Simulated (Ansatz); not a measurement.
Compare A (`C1=CCCC=C1`) with its isomer B (`CC1C=CC=C1`).

Isolated molecules relaxed with PBE0-D4/def2-TZVP in Ansatz; ΔE leaves out vibrations. CCSD(T)/CBS adds triple-zeta CCSD(T) − MP2 to the extrapolated MP2 energy (def2 sets, frozen cores). Functionals use def2-TZVPP. B3LYP here is the variant with VWN-RPA as its local correlation; programs differ in this.

(1) Which is lower in electronic energy at CCSD(T)/CBS, and by how much? (Estimate.)

(2) Give E(B) − E(A) in kcal/mol with HF/def2-TZVPP, BLYP-D4, PBE-D4, B3LYP-D4, CCSD(T)/def2-SVP, r2SCAN-D4, CCSD(T)/def2-TZVPP. (An estimate is asked.)

(3) Does the order hold for the free energy at 298.15 K (harmonic terms from PBE0-D4)? (An estimate is asked.)

Largest T1 diagnostic: 0.011.

Results:

(1) The calculation gave: A, by 1.5 kcal/mol.

(2) The calculation gave: HF/def2-TZVPP 2.9, BLYP-D4 2.5, PBE-D4 1.6, B3LYP-D4 2.6, CCSD(T)/def2-SVP 2.1, r2SCAN-D4 1.6, CCSD(T)/def2-TZVPP 1.5. None reverses the order clearly.

(3) Computed: Too close to call: G(B) − G(A) = 0.0 kcal/mol.

In def2-TZVPP, CCSD(T) changes the Hartree–Fock value by −1.4 kcal/mol (the triples alone add −0.4 kcal/mol) and MP2 by −2.9 kcal/mol. Leaving LDA and LC-ωPBE aside and taking each functional with its dispersion term where it has one, the values, not all of them listed here, spread over 1.8 kcal/mol, from PBE-QIDH to BHLYP-D4.
